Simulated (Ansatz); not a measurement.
A run of Ansatz 0.2.0:

The input input.yaml:

```yaml
crystal:
  lattice:
    - [4.2853274191, 0.0, 0.0]
    - [0.0, 4.2853274191, 0.0]
    - [0.0, 0.0, 10.99069213]
  atoms:
    - { symbol: Sn, position: [0.0, 0.5, 0.62777089] }
    - { symbol: Sn, position: [0.5, 0.0, 0.37222911] }
    - { symbol: Se, position: [0.0, 0.5, 0.38396051] }
    - { symbol: Se, position: [0.5, 0.0, 0.61603949] }
hamiltonian:
  xc: { exchange: pbe, correlation: pbe, exx: { coeff: 0.4, omega: 0.2 } }
  pseudopotentials: { kind: paw }
kpoints:
  mp_grid: { grid: [3, 3, 2] }
scf:
  occupations: { method: fermi_dirac, width: 0.05 }
output:
  forces: true
  stress: true
  eigenvalues: true
```

Potentials or basis: Ansatz PAW.

Run with:

```console
$ ansatz run input.yaml --threads 2 --pin off --max-ram 5632MiB --backend cpu --events-out ev --progress --plain --runs-dir out
```

Hardware: 2 threads of Intel(R) Xeon(R) 6975P-C (Granite Rapids), with other jobs on the host.

Q: How long does it take, and how much memory?

A: Wall time 21 s on 2 threads of Intel(R) Xeon(R) 6975P-C (Granite Rapids), with other jobs on the host, peak memory 1.9 GiB. Counts: scf iterations 21, plane waves 3933, k points 6, bands 36.
